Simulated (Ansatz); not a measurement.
## Two Ansatz runs on GaP

The structure comes from a relaxation in the same program, started in the rocksalt type. Whether it is a known phase or the ground state wasn't checked. The listed cell was then made from it by scaling, straining or moving an atom.

First run: DFT, PBE, all-electron LAPW, scalar-relativistic (Ansatz 0.2.0).

Command: `ansatz run input.yaml --threads 1 --pin off --max-ram 2048MiB --backend cpu --events-out ev --progress --plain --runs-dir out` The run took about 51 s on 1 thread of a shared machine.

```yaml
crystal:
  lattice:
    - [-0.0258046764, 2.5804676421, 2.5804676421]
    - [2.5804676421, -0.0258046764, 2.5804676421]
    - [2.5546629657, 2.5546629657, 0.0]
  atoms:
    - { symbol: Ga, position: [0.0, 0.0, 0.0] }
    - { symbol: P, position: [0.5, 0.5, 0.5] }
kpoints:
  mp_grid: { grid: [12, 12, 12] }
scf:
  occupations: { method: fermi_dirac, width: 0.05 }
hamiltonian:
  xc: pbe
  pseudopotentials: { kind: all_electron, lapw: { basis_error: 0.001 } }
output:
  forces: true
  stress: true
  eigenvalues: true
```

Result: converged; pressure 0.01 GPa; no gap on the k mesh; 9 SCF iterations.

A second input differs as follows:

```diff
@@ -11,7 +11,9 @@
 scf:
   occupations: { method: fermi_dirac, width: 0.05 }
+  max_iter: 75
 hamiltonian:
   xc: pbe
   pseudopotentials: { kind: all_electron, lapw: { basis_error: 0.001 } }
+  hubbard: { sites: [{ species: Ga, l: p, u_eff: 40.0 }] }
 output:
   forces: true
```

What is wrong with it, and what does the program do?

The fault is an enormous or negative U. The run converged; pressure 61.8 GPa; no gap on the k mesh; 9 SCF iterations. Such numbers aren't properties of the crystal. The log ends:
```
--- Band table (eV; the first three rows and the last of 280) ---
  k-point 0: bands = ["-150.9862", "-134.0859", "-101.3998", "-101.3987", "-101.3977", "-84.8224", "-84.8184", "-84.8146", "-5.1857", "-5.1843", "-5.1804", "-5.1718", "-5.1688", "-1.2751", "13.4420", "13.9532", "14.0481", "14.1523", "18.4102", "18.5963", "18.7619"]
  k-point 1: bands = ["-150.9253", "-134.0179", "-101.4008", "-101.3990", "-101.3979", "-84.8267", "-84.8195", "-84.8149", "-5.1846", "-5.1821", "-5.1789", "-5.1722", "-5.1704", "-0.1412", "12.2321", "13.8242", "13.9515", "15.0687", "18.6450", "18.6862", "18.8980"]
  k-point 2: bands = ["-150.8541", "-133.9661", "-101.4019", "-101.3996", "-101.3985", "-84.8305", "-84.8205", "-84.8158", "-5.1854", "-5.1815", "-5.1760", "-5.1724", "-5.1666", "1.4670", "10.7066", "13.5271", "13.6469", "15.8190", "19.0175", "19.3213", "19.5884"]
  k-point 279: bands = ["-150.9862", "-134.0859", "-101.3944", "-101.3919", "-101.3811", "-84.8280", "-84.8266", "-84.8203", "-5.2743", "-5.2094", "-5.1487", "-5.1307", "-5.1235", "3.0570", "7.9658", "11.4541", "12.7731", "13.0115", "14.8492", "24.5706", "27.1335"]
Occupation matrices written to <dir>
```
